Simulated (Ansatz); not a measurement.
Crystal: SnO2.

```xyz
3
Lattice="1.6171 0.9336 4.8006 -1.6171 0.9336 4.8006 0.0000 -1.8673 4.8006" Properties=species:S:1:pos:R:3 pbc="T T T"
Sn    0.0000    0.0000    7.2009
O     0.0000    0.0000   10.9861
O     0.0000    0.0000    3.4157
```

Measurements of this composition are mostly on another form, of space group No. 136.

Base run:

```yaml
Program: Ansatz 0.2.0
Functional: BLYP
Potentials_or_basis: Ansatz PAW
Cutoff: "420 eV (not typed: the program's choice for these potentials)"
k_mesh: 10 × 10 × 10
Occupations: fermi-dirac, width 0.05 eV
Spin: no spin polarisation
```

Its results: band gap on the k mesh 1.91 eV, indirect (least direct gap 2.02 eV); pressure 3.7 GPa; largest force 0.032 eV/Å.

Problem. The run is repeated on the same cell with these changes: functional from BLYP to revPBE. What comes out?

Solution. Band gap on the k mesh 2.04 eV, indirect (least direct gap 2.14 eV); pressure 1.8 GPa; largest force 0.011 eV/Å.

Caveats: spin-orbit coupling is left out, which moves the levels of the heavy elements; the PAW data sets come from PBE, with cores solved anew for the run's functional, which leaves a small shift of forces and pressure.
